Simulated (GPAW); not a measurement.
# CdS (Greenockite) (P6_3mc) in GPAW: notebook, part 2 of 2

GPAW 26.7.0.

## 4. Single point, PBE

File run.py:

```python
from ase.dft.bandgap import bandgap
from ase.io import read, write
from ase.units import GPa
from gpaw import GPAW, PW

atoms = read('CdS.xyz')

calc = GPAW(mode=PW(450),
            xc='PBE',
            kpts={'size': (6, 6, 3), 'gamma': True},
            occupations={'name': 'fermi-dirac', 'width': 0.05},
            nbands=31,
            maxiter=120,
            txt='gpaw.txt')
atoms.calc = calc
energy = atoms.get_potential_energy()
forces = atoms.get_forces()
stress = atoms.get_stress()
calc.write('gs.gpw')
write('result.traj', atoms)
print(f'Energy: {energy:.6f} eV')
print('Forces (eV/A):')
print(forces.round(4))
print('Stress (GPa):', (stress / GPa).round(3))
print('Fermi level:', round(calc.get_fermi_level(), 4), 'eV')
print(f'Gap: {bandgap(calc)[0]:.4f} eV, direct: {bandgap(calc, direct=True)[0]:.4f} eV')
```

File CdS.xyz:

```xyz
4
Lattice="4.1500000000 0.0000000000 0.0000000000 -2.0750000000 3.5940054257 0.0000000000 0.0000000000 0.0000000000 6.7370000000" Properties=species:S:1:pos:R:3 pbc="T T T"
Cd     2.0750000002      1.1980018084      3.3685000000
Cd    -0.0000000002      2.3960036173      0.0000000000
S      2.0750000002      1.1980018084      5.8948750000
S     -0.0000000002      2.3960036173      2.5263750000
```

Potentials or basis: GPAW PAW data sets (gpaw-data 1.2.1), pw.

Launch:

```bash
OMP_NUM_THREADS=1 python run.py
```

gpaw.txt:

```text
__  _  _
 | _ |_)|_||  |
 |__||  | ||/\| - 26.7.0

Input parameters:
  mode=PW(ecut=450.00000000000006),
  kpts=MonkhorstPack(size=(6, 6, 3), gamma=True),
  maxiter=120,
  nbands=31,
  occupations=Occupations(name='fermi-dirac', width=0.05),
  xc=XC(name='PBE')

Diagonalizing LCAO Hamiltonian
Converting LCAO to pw mode

            S

            Cd
        S

        Cd

Atoms  # Å, Bohr magnetons
|   | symbol |         x |        y |        z |    initial magnetic moments |
|---|--------|-----------|----------|----------|-----------------------------|
| 0 |     Cd |  2.075000 | 1.198002 | 3.368500 | ( 0.0000,  0.0000,  0.0000) |
| 1 |     Cd | -0.000000 | 2.396004 | 0.000000 | ( 0.0000,  0.0000,  0.0000) |
| 2 |      S |  2.075000 | 1.198002 | 5.894875 | ( 0.0000,  0.0000,  0.0000) |
| 3 |      S | -0.000000 | 2.396004 | 2.526375 | ( 0.0000,  0.0000,  0.0000) |

Unit cell  # Å
| periodic |         x |        y |        z |  lengths |     angles |
|----------|-----------|----------|----------|----------|------------|
|      yes |  4.150000 | 0.000000 | 0.000000 | 4.150000 |  90.000000 |
|      yes | -2.075000 | 3.594005 | 0.000000 | 4.150000 |  90.000000 |
|      yes |  0.000000 | 0.000000 | 6.737000 | 6.737000 | 120.000000 |

Number of symmetries: 6
Symmetry operations  # r_c * U_cc + t_c -> r_c
|   | kind |            matrix            |
|---|------|------------------------------|
| 0 |  σ   |  1, 1, 0,  0,-1, 0,  0, 0, 1 |
| 1 |  E   |  1, 0, 0,  0, 1, 0,  0, 0, 1 |
| 2 |  C3  |  0, 1, 0, -1,-1, 0,  0, 0, 1 |
| 3 |  σ   |  0,-1, 0, -1, 0, 0,  0, 0, 1 |
[... 132 lines left out ...]
maximum number of iterations: 120

SCF iterations
|iter     | |      energy | eigst |  dens |
|---------|-|-------------|-------|-------|
|iter:   1| |  -13.623238 | -0.50 |       |
|iter:   2| |  -13.395651 | -2.18 | -1.12 |
|iter:   3| |  -12.601959 | -1.38 | -1.16 |
|iter:   4| |  -12.598163 | -3.30 | -1.73 |
|iter:   5| |  -12.597370c| -3.69 | -2.16 |
|iter:   6| |  -12.597448c| -5.06 | -2.94 |
|iter:   7| |  -12.597460c| -6.30 | -3.50 |
|iter:   8| |  -12.597459c| -7.33 | -4.38c|
|iter:   9| |  -12.597459c| -7.69c| -4.73c|

Converged in 9 steps
Energy contributions relative to reference atoms: (reference = -326061.476468)

Energy contributions:
  Kinetic:          37.224389
  Coulomb:         -33.673635
  Zero:              0.281091
  External:          0.000000
  Xc:              -16.429304
  Entropy:          -0.000000
  Spinorbit:         0.000000
  ----------------------------
  Free energy:     -12.597460
  Extrapolated:    -12.597459

dipole moment: (-0.000005, -0.000019, -18.973912)  # |e|*Ang

Fermi level: 4.079
Eigenvalues  # (at kpt = [0.000, 0.000, 0.000])
| band index |      eig [eV] | occ [0-2] |
|------------|---------------|-----------|
|          0 |        -8.846 |     2.000 |
|        ... |               |           |
|         10 |        -3.653 |     2.000 |
|         11 |        -3.319 |     2.000 |
|         12 |        -0.882 |     2.000 |
|         13 |         2.701 |     2.000 |
|         14 |         2.701 |     2.000 |
|         15 |         3.422 |     2.000 |
[... 8 lines left out ...]
|         24 |        10.995 |     0.000 |
|         25 |        11.131 |     0.000 |
|        ... |               |           |
|         30 |        15.012 |     0.000 |

Gap: 1.178 eV
Transition (v -> c):
  (s=0, k=0, n=17, [0.00, 0.00, 0.00]) -> (s=0, k=0, n=18, [0.00, 0.00, 0.00])
No difference between direct/indirect transitions

Forces  # eV/Ang
|        x |       y |        z |
|----------|---------|----------|
|  0.00000 | 0.00000 | -0.06687 |  # Cd   0
|  0.00000 | 0.00000 | -0.06727 |  # Cd   1
| -0.00000 | 0.00000 |  0.06678 |  # S    2
|  0.00000 | 0.00000 |  0.06698 |  # S    3

Stress tensor  # eV/Ang^3
|         x |         y |         z |
|-----------|-----------|-----------|
| -0.004946 |  0.000000 |  0.000000 |
| -0.000000 | -0.004946 | -0.000000 |
|  0.000000 | -0.000000 | -0.008928 |

# Writing to gs.gpw (mode='')
```

stdout:

```text
Energy: -12.597459 eV
Forces (eV/A):
[[ 0.      0.     -0.0669]
 [ 0.      0.     -0.0673]
 [-0.      0.      0.0668]
 [ 0.      0.      0.067 ]]
Stress (GPa): [-0.793 -0.793 -1.43  -0.     0.     0.   ]
Fermi level: 4.0787 eV
Gap: 1.1775 eV, direct: 1.1775 eV
```

Wall time 19 s (1 thread of Arm Neoverse V2, shared host); peak memory 0.19 GiB.

What came out:

| Item | Value |
| --- | --- |
| Free energy | -12.5975 eV |
| Pressure | 1.0 GPa |
| Largest force | 0.067 eV/Å |
| Band gap on the k mesh | 1.18 eV, direct |

Forces on the atoms (eV/Å):
```
Cd   0.000  0.000 -0.067
Cd   0.000  0.000 -0.067
S    0.000  0.000  0.067
S    0.000  0.000  0.067
```

Stress tensor (GPa, compression positive):
```
0.79 0.00 0.00
0.00 0.79 0.00
0.00 0.00 1.43
```

Levels at points of the mesh, in eV from the valence-band top:
```
           k point  band 14  band 15  band 16  band 17  band 18  band 19  band 20  band 21  band 22  band 23
(0.00, 0.00, 0.00)    -0.76    -0.76    -0.04     0.00     0.00     1.18     2.77     6.42     6.42     6.75
(0.50, 0.50, 0.00)    -3.48    -2.63    -1.86    -1.29    -0.73     3.69     3.88     5.10     6.35     6.96
```

Caveat: the cutoff is short for stress and forces, so pressures can be off by a GPa or more.

## 5. Summary

| task | level | potentials or basis | cell | cutoff (eV) | maxiter | optimizer | fmax | max steps | target pressure | gap on the mesh (eV) | pressure (GPa) | largest force (eV/Å) |
| --- | --- | --- | --- | --- | --- | --- | --- | --- | --- | --- | --- | --- |
| relaxation of cell and atoms | PBEsol | PAW data sets generated in the run's folder for this functional, pw | relaxed to 20 GPa | 600 | 150 | BFGS | 0.02 eV/Å | 60 | 20 GPa | 1.47 | 20.0 | 0.02 |
| relaxation of cell and atoms | PBEsol | PAW data sets generated in the run's folder for this functional, pw | relaxed to 30 GPa | 600 | 150 | BFGS | 0.02 eV/Å | 60 | 30 GPa | 0.90 | 29.9 | - |
| single point | PBE | GPAW PAW data sets (gpaw-data 1.2.1), pw | as given | 450 | 120 | - | - | - | - | 1.18 | 1.0 | 0.07 |

Alike in all rows: no spin polarisation; k mesh 6 × 6 × 3; smearing fermi-dirac 0.05 eV.

Caveats: later steps reuse the first step's grids (some runs); the cutoff is short for stress and forces, so pressures can be off by a GPa or more (some runs).

Absolute energies hang on the potentials; compare differences alone.

## 6. How close it comes

Step 4. A measured gap of CdS is 2.5809 eV (quoted in “Isotope dependence of band-gap energy”, 2008, arxiv:0807.2152); the calculated 1.18 eV misses it by -1.40 eV. So large a miss can be the level of theory's own, or it may mean another phase, state or a wrong row. Spin-orbit coupling on Cd is left out. The value is that of PBE, without temperature or zero-point motion. Semilocal functionals fall short of measured gaps as a rule.
